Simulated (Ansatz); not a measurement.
Here is an Ansatz 0.2.0 calculation.

input.yaml

```yaml
crystal:
  lattice:
    - [0.0, 3.231, 3.231]
    - [3.231, 0.0, 3.231]
    - [3.231, 3.231, 0.0]
  atoms:
    - { symbol: Pb, position: [0.0, 0.0, 0.0] }
    - { symbol: Te, position: [0.5, 0.5, 0.5] }
hamiltonian:
  xc: pbe
  pseudopotentials: { kind: paw }
kpoints:
  mp_grid: { grid: [7, 7, 7] }
scf:
  occupations: { method: gaussian, width: 0.023 }
output:
  forces: true
  stress: true
  eigenvalues: true
```

Potentials or basis: Ansatz PAW.

Command:

```bash
$ ansatz run input.yaml --threads 2 --pin off --max-ram 5632MiB --backend cpu --events-out ev --progress --plain --runs-dir out
```

(1) Estimate the pressure.

Answers

(1) 2.1 GPa.

Caveat: this odd mesh misses L, where the gap lies, so gap, dielectric constants and Born charges aren't listed.
